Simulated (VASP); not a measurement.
Runs of VASP 6.6.1 on CoO. The structure is cubic, space group Fm-3m (No. 225). The conventional cell has a = 4.263 Å, b = 4.263 Å, c = 4.263 Å, α = 90.00°, β = 90.00°, γ = 90.00°. Co (site symmetry m-3m) has 6 O at 2.13 Å as nearest neighbours. Around O (site symmetry m-3m) lie 6 Co at 2.13 Å. 

| task | level | potentials or basis | U | cell | cutoff (eV) | smearing | LDAUTYPE | hund's J | atoms held fixed (from 0) | gap on the mesh (eV) | pressure (GPa) | moment (μB) |
| --- | --- | --- | --- | --- | --- | --- | --- | --- | --- | --- | --- | --- |
| single point | PBE | VASP PAW PBE potentials, release 54 (Co, O) | - | as given | 520 | gaussian 0.02 eV | - | - | - | none | (a) | 2.93 |
| electron localisation function | SCAN+D4+U | VASP PAW PBE potentials, release 64 (Co, O) | Co d U = 6 eV | volume scaled by 1.15 | 520 | gaussian 0.05 eV | - | - | - | none | -21.7 | 3.00 |
| relaxation of the atoms | optB86b-vdW+U | VASP PAW PBE potentials, release 64 (Co, O) | Co d U = 7 eV, J = 1.0 eV | atoms relaxed from: cell strained at random at fixed volume | 520 | gaussian 0.05 eV | 1 | 1 | [0] | 2.09 | -0.1 | 3.00 |
| electric field gradients | PBE+TS+U | VASP PAW PBE potentials, release 64 (Co, O) | Co d U = 3.5 eV | atoms moved at random, drawn with an rms of 0.02 Å | 500 | gaussian 0.05 eV | - | - | - | none | -6.8 | 3.00 |

Alike in all rows: spin collinear, ferromagnetic start; k mesh 11 × 11 × 11.

Fill in the values left out.

(a) -2.4.

Caveats: a cell with one magnetic atom can't hold antiferromagnetic order, which such compounds often take; the PAW data sets were made with another functional, which shifts forces and pressure a little (some runs); pairwise dispersion overbinds metals, which lowers pressure and volume (some runs); semilocal functionals often make such compounds metallic where correlation or magnetic order opens a gap, which also shifts bond lengths (some runs); the relaxation stopped at its first step, so nothing moved (some runs); an odd mesh through Γ misses points on the zone boundary, where band edges often lie (some runs); atom-pairwise D2, TS and ULG terms overbind metals (some runs).

A gap of «none» marks a metal or a gap under the smearing width.
